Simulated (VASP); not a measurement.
Set up this calculation in VASP 6.6.1, as the native input.

| Property | Result |
| --- | --- |
| Task | single point |
| Functional | PBEsol |
| Potentials or basis | VASP PAW PBE potentials, release 64 (Li_sv, S) |
| Cutoff | 520 eV |
| k mesh | 8 × 8 × 8 |
| Occupations | gaussian, width 0.02 eV |
| Spin | no spin polarisation |
| Dipole correction | no |
| Further INCAR settings | ALGO = Normal; EDIFF = 1e-06; NBANDS = 13 |

The structure of Li2S lies in POSCAR:

```
Li2S
1.0
    0.0000000000      2.8274409134      2.8274409134
    2.8274409134      0.0000000000      2.8274409134
    2.8274409134      2.8274409134      0.0000000000
Li S
2 1
Direct
    0.7500000000      0.7500000000      0.7500000000
    0.2500000000      0.2500000000      0.2500000000
    0.0000000000      0.0000000000      0.0000000000
```

The cell comes from a database or a generator and needn't be the stable form of this composition.

The input as run:

INCAR

```
SYSTEM = Li2S
  PREC = Accurate
  ENCUT = 520
  EDIFF = 1E-6
  ISMEAR = 0
  SIGMA = 0.02
  LREAL = .False.
  LASPH = .True.
  NELM = 100
  ALGO = Normal
  ISIF = 2
  LWAVE = .False.
  LCHARG = .False.
  GGA = PS
  NBANDS = 13
```

KPOINTS

```
Automatic mesh
0
Gamma
  8 8 8
  0 0 0
```

Potentials or basis: VASP PAW PBE potentials, release 64 (Li_sv, S).

Launch:

```sh
$ cat potpaw_PBE.64/Li_sv/POTCAR potpaw_PBE.64/S/POTCAR > POTCAR
$ mpirun -np 1 vasp_std > vasp.out
```

It gave:

```
Band gap on the k mesh : 3.20 eV, indirect (least direct gap 4.22 eV)
```

Run time: 8.6 s on 1 thread of Intel(R) Xeon(R) 6975P-C (Granite Rapids), with other jobs on the host, peak memory 0.16 GiB.
